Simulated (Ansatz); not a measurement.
# I — ¹²⁷I nuclear quadrupole resonance

Cell: a COD entry, its atoms then relaxed with PBE in this cell.

```
I
1.0
     3.62750   -2.39750    0.00000
     3.62750    2.39750    0.00000
     0.00000    0.00000    9.78000
I
4
Direct
  0.84609 0.15391 0.12160
  0.65391 0.34609 0.62160
  0.15391 0.84609 0.87840
  0.34609 0.65391 0.37840
```

Atoms are numbered from 1 in the order listed; like atoms form one site, named after its first atom.

The numbers come from a DFT calculation in Ansatz (PBE, plane waves and PAW, with spin–orbit coupling, 420 eV cutoff, Γ-centred 8×8×4 k-points, Fermi–Dirac smearing 0.05 eV).

¹²⁷I: I = 5/2, Q = -688.2 mb (year-2017 value). Static lattice, zero field.

Question: At which frequencies do the ¹²⁷I NQR lines lie?

Answer: For I = 5/2 and η = 0 the lines are 3|C_Q|/20 and twice that; η pulls their ratio below 2.

```tsv
site	atoms	V_zz (10²¹ V/m²)	C_Q (MHz)	η	line frequencies (MHz)
I	1, 2, 3, 4	112.4	-1871	0.35	316.4, 548.3
```

The structure holds I–I bonds (2.80 Å). At I V_zz points along its bond to I (within 1°).
